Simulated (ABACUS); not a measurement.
The system is MnS.

```
Mn S
1.0
     0.00000    2.47346    2.47346
     2.47346    0.00000    2.47346
     2.47346    2.47346    0.00000
Mn S
1 1
Direct
  0.00000 0.00000 0.00000
  0.75000 0.75000 0.75000
```

The cell is a database's computed one.

```yaml
Program: ABACUS 3.10.1
Task: single point
Functional: PBEsol
Potentials_or_basis: PseudoDojo NC SR 0.4.1 PBEsol standard
Cutoff: 1320 eV
Density_cutoff: 5279 eV
Basis: plane waves
k_mesh: 9 × 9 × 9
Occupations: fermi-dirac, width 0.05 eV
Spin: collinear spin, ferromagnetic start
Starting_moments: "[4.0, 0.0] μB"
```

On this cell: pressure -3.2 GPa; largest force zero by symmetry; net moment -0.28 μB per cell; band gap on the k mesh none (metal or under the smearing width).

The same run follows on a disturbed copy (atoms moved at random, drawn with an rms of 0.05 Å):

```xyz
2
Lattice="0.0000 2.4735 2.4735 2.4735 0.0000 2.4735 2.4735 2.4735 0.0000" Properties=species:S:1:pos:R:3 pbc="T T T"
Mn   -0.0059    0.0120   -0.0006
S     3.6968    3.6845    3.6093
```

What does the disturbed cell give?

The energy (extrapolated to zero smearing) moves by +38.2 meV/atom; pressure -2.2 GPa; largest force 1.449 eV/Å; net moment 0.29 μB per cell; band gap on the k mesh none (metal or under the smearing width).

Forces in eV/Å, atoms in the order of the input:
```
Mn   0.092 -0.488 -1.362
S   -0.092  0.488  1.362
```

Stress tensor (GPa, compression positive):
```
-2.10 -7.62 -2.74
-7.62 -2.09  0.13
-2.74  0.13 -2.27
```

Caveats: the moment fell far below its start of 4 μB, so a state of higher moment may lie lower in energy; semilocal functionals often make such compounds metallic where correlation or magnetic order opens a gap, which also shifts bond lengths.
